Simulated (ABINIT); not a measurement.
The system is Pd.

```
Pd
1.0
     0.00000    1.94650    1.94650
     1.94650    0.00000    1.94650
     1.94650    1.94650    0.00000
Pd
1
Direct
  0.00000 0.00000 0.00000
```

- Program: ABINIT 10.8.3 (patched build)
- Task: relaxation of cell and atoms
- Functional: PBE
- Potentials or basis: JTH PAW PBE v2.0
- Cutoff: 599 eV
- k mesh: 12 × 12 × 12
- Occupations: fermi-dirac, width 0.05 eV
- Spin: no spin polarisation

At the start: pressure 6.8 GPa; volume 14.75 Å³/atom.

Task: Where does the relaxation end?

Result: Over 4 steps the energy falls by 10.8 meV/atom and the volume is 15.29 Å³/atom (+3.7 %); space group Fm-3m (No. 225, to 0.05 Å).

Step by step:
| step | energy change (eV) | largest force (eV/Å) | pressure (GPa) | volume (Å³) |
| --- | --- | --- | --- | --- |
| 1 | 0.0000 | 0.0000 | 6.75 | 14.75 |
| 2 | -0.0089 | 0.0000 | 2.68 | 15.06 |
| 3 | -0.0108 | 0.0000 | 0.23 | 15.27 |
| 4 | -0.0108 | 0.0000 | 0.00 | 15.29 |

Final structure:
```yaml
crystal:
  lattice:
    - [0.00000, 1.96993, 1.96993]
    - [1.96993, 0.00000, 1.96993]
    - [1.96993, 1.96993, 0.00000]
  atoms:
    - { symbol: Pd, position: [0.00000, 0.00000, 0.00000] }
```
